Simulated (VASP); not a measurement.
TiSe2: band structure with PBE

TiSe2:

```
CELL_PARAMETERS angstrom
3.48428 0.00000 0.00000
-1.74214 3.01747 0.00000
0.00000 0.00000 5.85984
ATOMIC_POSITIONS crystal
Ti 0.00000 0.00000 0.00000
Se 0.33333 0.66667 0.26510
Se 0.66667 0.33333 0.73490
```

```json
{
 "Program": "VASP 6.6.1",
 "Task": "band structure",
 "Functional": "PBE",
 "Potentials or basis": "VASP PAW PBE potentials, release 64 (Ti_sv, Se)",
 "Cutoff": "520 eV",
 "k mesh": "12 × 12 × 6",
 "Occupations": "methfessel-paxton, width 0.1 eV",
 "Spin": "spin-orbit coupling, no magnetisation",
 "Further INCAR settings": "ALGO = Normal; EDIFF = 1e-07"
}
```

The pressure is 3.5 GPa and the largest force is 0.010 eV/Å. The valence electrons inside the program's atomic spheres are Ti 10.20; Se 3.87.

Forces in eV/Å, atoms in the order of the input:
```
Ti   0.000  0.000  0.000
Se   0.000  0.000 -0.010
Se   0.000  0.000  0.010
```

Stress tensor (GPa, compression positive):
```
3.49 0.00 0.00
0.00 3.49 0.00
0.00 0.00 3.67
```

Wall time 3 min on 4 MPI ranks on Intel(R) Xeon(R) 6975P-C (Granite Rapids), with other jobs on the host, peak memory 0.71 GiB a rank.
